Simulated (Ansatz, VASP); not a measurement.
Given: the input of a run of VASP 6.6.1 on InP.

File INCAR:

```
SYSTEM = InP
PREC = Accurate
ENCUT = 520
EDIFF = 1E-6
ISMEAR = 0
SIGMA = 0.012
LREAL = .FALSE.
LASPH = .TRUE.
NELM = 60
ALGO = Normal
ISIF = 2
LWAVE = .FALSE.
LCHARG = .FALSE.
GGA = PE
NBANDS = 16
```

Contents of KPOINTS:

```
regular mesh
0
G
  8 8 8
  0 0 0
```

Contents of POSCAR:

```
InP
1.0
    0.0000000000      2.9305000000      2.9305000000
    2.9305000000      0.0000000000      2.9305000000
    2.9305000000      2.9305000000      0.0000000000
In P
1 1
Direct
    0.0000000000      0.0000000000      0.0000000000
    0.7500000000      0.7500000000      0.7500000000
```

Potentials or basis: VASP PAW PBE potentials, release 64 (In_d, P).

Launch:

```bash
$ cat potpaw_PBE.64/In_d/POTCAR potpaw_PBE.64/P/POTCAR > POTCAR
$ mpirun -np 1 vasp_std > vasp.out
```

Set up the same calculation for Ansatz 0.2.0. Potentials there: all-electron LAPW, scalar-relativistic.

As run (the cutoff follows the program's own potentials):

The input input.yaml:

```yaml
crystal:
  lattice:
    - [0.0, 2.9305, 2.9305]
    - [2.9305, 0.0, 2.9305]
    - [2.9305, 2.9305, 0.0]
  atoms:
    - { symbol: In, position: [0.0, 0.0, 0.0] }
    - { symbol: P, position: [0.75, 0.75, 0.75] }
kpoints:
  mp_grid: { grid: [8, 8, 8] }
scf:
  occupations: { method: gaussian, width: 0.012 }
hamiltonian:
  xc: pbe
  pseudopotentials: { kind: all_electron, lapw: { basis_error: 0.001 } }
output:
  forces: true
  stress: true
  eigenvalues: true
```

Potentials or basis: all-electron LAPW, scalar-relativistic.

Run with:

```sh
$ ansatz run input.yaml --threads 1 --pin off --max-ram 3072MiB --backend cpu --events-out ev --progress --plain --runs-dir out
```

Both were run:

|  | VASP | Ansatz | Ansatz less VASP |
| --- | --- | --- | --- |
| gap on the k mesh at the Fermi level (eV) | 0.71 | 0.71 | +0.002 |
| least direct gap on the mesh (eV) | 0.71 | 0.71 | +0.002 |
| pressure (GPa) | 3.3 | 3.3 | +0.06 |

Ansatz ran all-electron here, so the differences hold the error of VASP's frozen core and of both bases.

Caveats: spin-orbit coupling is left out, which moves the levels of the heavy elements. As with any semilocal functional, this PBE gap is likely too small.
